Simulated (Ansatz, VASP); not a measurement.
## HfO2: VASP beside Ansatz

The input INCAR:

```
SYSTEM = HfO2
PREC = Accurate ; ENCUT = 520
EDIFF = 1E-6 ; ISMEAR = 0
SIGMA = 0.05 ; LREAL = .FALSE.
LASPH = .TRUE. ; NELM = 100
ALGO = Normal ; ISIF = 2
LWAVE = .FALSE. ; LCHARG = .FALSE.
GGA = PS ; NBANDS = 18
```

KPOINTS

```
regular mesh
0
G
  8 8 8
  0 0 0
```

File POSCAR:

```
HfO2
1.0
    0.1370107138      2.5923998499      2.5923998499
    2.5923998499      0.1370107138      2.5923998499
    2.5923998499      2.5923998499      0.1370107138
Hf O
1 2
Direct
    0.0000000000      0.0000000000      0.0000000000
    0.2500000000      0.2500000000      0.2500000000
    0.7500000000      0.7500000000      0.7500000000
```

Input for Ansatz:

```yaml
crystal:
  lattice:
    - [0.1370107138, 2.5923998499, 2.5923998499]
    - [2.5923998499, 0.1370107138, 2.5923998499]
    - [2.5923998499, 2.5923998499, 0.1370107138]
  atoms:
    - { symbol: Hf, position: [0.0, 0.0, 0.0] }
    - { symbol: O, position: [0.25, 0.25, 0.25] }
    - { symbol: O, position: [0.75, 0.75, 0.75] }
basis:
  ecutwfc: 520.0
kpoints:
  mp_grid: { grid: [8, 8, 8] }
hamiltonian:
  xc: pbesol
  pseudopotentials: { kind: paw, azcp: { folder: soft_1 } }
scf:
  occupations: { method: gaussian, width: 0.05 }
output:
  forces: true
  stress: true
  eigenvalues: true
```

Alike in both runs: task single point; functional PBEsol; k mesh 8 × 8 × 8; occupations gaussian, width 0.05 eV; no spin polarisation.

|  | VASP | Ansatz |
| --- | --- | --- |
| version | VASP 6.6.1 | Ansatz 0.2.0 |
| potentials or method | VASP PAW PBE potentials, release 64 (Hf_pv, O) | scalar-relativistic, plane waves, PAW |
| plane-wave cutoff (eV) | 520 | 520 |
| valence electrons in the cell | 22 | 38 |

|  | VASP | Ansatz | Ansatz less VASP |
| --- | --- | --- | --- |
| gap on the k mesh at the Fermi level (eV) | 3.77 | 3.75 | -0.024 |
| least direct gap on the mesh (eV) | 3.77 | 3.75 | -0.024 |
| pressure (GPa) | -1.9 | 1.9 | +3.77 |
| largest component of the traceless stress (GPa) | 3.99 | 4.20 | +0.203 |
| rms of the force components (eV/Å) | 0.223 | 0.249 | +0.0258 |

Atom by atom the forces differ by 0.026 eV/Å (rms over components). The functional is the same, so the differences come from potentials, cutoffs and numerics. The two sets of potentials don't hold the same shells in valence. Ansatz warned: «pseudo_functional_mismatch».

Caveats: the PAW data sets were made with another functional, which shifts forces and pressure a little (VASP); spin-orbit coupling is left out, which moves the levels of the heavy elements. A k mesh can miss the band edges.
